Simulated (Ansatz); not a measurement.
SiC (I-4m2) from a database structure: a single-point calculation in Ansatz (HSE06). The cell was relaxed with r2SCAN and then strained (biaxial +3.96 % in x and y, z held), with the atoms relaxed again with r2SCAN; k points keep the names of the unstrained zone.

```yaml
crystal:
  lattice:
    - [0.0, 2.2643005268, 2.1780497564]
    - [2.2643005268, 0.0, 2.1780497564]
    - [2.2643005268, 2.2643005268, 0.0]
  atoms:
    - { symbol: Si, position: [0.25, 0.25, 0.25] }
    - { symbol: C, position: [0.0, 0.0, 0.0] }
kpoints:
  mp_grid: { grid: [8, 8, 8] }
  band_path:
    path:
      - [0.0, 0.0, 0.0]
      - [-0.5, -0.5, 0.0]
      - [-0.375, -0.375, 0.25]
      - [-0.375, 0.0, 0.375]
      - [0.0, 0.0, 0.5]
      - [-0.5, -0.25, 0.25]
    npoints: 1
hamiltonian:
  xc: hse06
scf:
  occupations: { method: fixed }
  n_extra_bands: 4
output:
  forces: true
  stress: true
  eigenvalues: true
```

In the abridged output below, numbers in square brackets stand for lines, or ends of lines, that were taken out.
```
Functional definition: HSE06
Crystal: 2 atoms, lattice volume = 22.334 Å³
Basis set: ecut = 420 eV, 427 PW (Γ)
Bands: 8, of which v1, the nominal top of the filled ones, is band 4 counted from 1 (3 counted from 0)
Symmetry: 8 space group operations
Space group: I-4m2 (ITA 119)
k-points: 59 of 512 (time reversal used)
Exchange kernel: α = 0.2500, screened, ω = 0.2079 Å⁻¹, Wigner–Seitz truncation, v(0) = 1046.7976 eV·Å³, q-mesh 8×8×8
hybrid outer 1: dexx = +2.681e-3 eV, tail = 5.82e-6 eV
hybrid outer 2: dexx = +3.096e-8 eV, tail = 2.08e-8 eV, Δε = 1.35e-3 eV
hybrid SCF converged: 2 outer / 7 inner (+3 warm-up)
Free energy (F): -887.676703 eV
[1]
--- Stress (GPa, compression-positive) ---
      -19.723723       0.000000       0.000000
        0.000000     -19.723723       0.000000
        0.000000       0.000000      -9.964521
  P = ⅓ Tr σ = -16.4707 GPa (-164.707 kbar)
--- Band table (eV; the first three rows and the last of 59) ---
[2]
```

The rows of the band table are 0: (0, 0, 0) = Γ, 1: (0, 0, 1/8), 2: (0, 0, 1/4), 58: (-1/2, -1/2, 0) = X.

Q: What stood in the gaps? They hold the Fermi energy and the band table.

A:
```
[1]
Fermi energy:    8.137117 eV
[2]
  k-point 0: bands = [-8.3950, 7.8849, 7.8849, 8.1371, 14.5171, 15.9320, 16.0519, 16.0519]
  k-point 1: bands = [-8.0833, 6.3773, 7.6438, 7.8704, 14.8952, 16.2555, 16.3866, 16.5696]
  k-point 2: bands = [-7.1746, 3.4084, 7.1532, 7.4825, 14.4062, 16.5396, 16.8438, 18.1409]
  k-point 58: bands = [-3.1673, 0.0038, 4.3597, 4.3597, 10.0151, 12.5905, 22.8460, 22.8460]
```
The trailing digits, and the zero of the energies, depend on the potentials and thresholds.

The HSE06 gap is indirect, 1.88 eV (Γ to X), below the direct gap of 5.55 eV at X (0, -1/2, -1/2). The mean pressure at these positions is -16.5 GPa, compression counted positive. The stress of a hybrid is loosely converged here.

Command: `ansatz run input.yaml --threads 4 --pin off --max-ram 4608MiB --backend cpu --events-out ev --progress --plain --runs-dir out`. Wall time 21 s on 4 threads of Arm Neoverse V1 (shared host), load about 0.6 per core; peak host memory 1.2 GiB.

Calculated for a static, non-magnetic cell.

The meshes of the hybrids are coarse, so their gaps aren't converged to the digits shown.
